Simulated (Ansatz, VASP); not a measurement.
PbSe (Clausthalite): VASP beside Ansatz

```
Pb Se
1.0
     0.00000    3.01928    3.01928
     3.01928    0.00000    3.01928
     3.01928    3.01928    0.00000
Pb Se
1 1
Direct
  0.00000 0.00000 0.00000
  0.50000 0.50000 0.50000
```

Change from the starting cell: volume scaled by 0.96.

Alike in both runs: task single point; functional PBE; k mesh 8 × 8 × 8; occupations fermi-dirac, width 0.05 eV; no spin polarisation.

|  | VASP | Ansatz |
| --- | --- | --- |
| version | VASP 6.6.1 | Ansatz 0.2.0 |
| potentials or method | VASP PAW PBE potentials, release 64 (Pb_d, Se) | Ansatz PAW |
| plane-wave cutoff (eV) | 520 | 420 |
| valence electrons in the cell | 20 | 30 |

|  | VASP | Ansatz | Ansatz less VASP |
| --- | --- | --- | --- |
| gap on the k mesh at the Fermi level (eV) | 0.15 | 0.14 | -0.005 |
| least direct gap on the mesh (eV) | 0.15 | 0.14 | -0.005 |
| pressure (GPa) | 4.9 | 4.9 | +0.01 |

With one functional, cell and mesh, what is left measures potentials, basis and numerics. The two sets of potentials don't hold the same shells in valence.

Caveats: spin-orbit coupling is left out, which as a rule narrows the gap of such compounds by several tenths of an eV. A k mesh can miss the band edges.
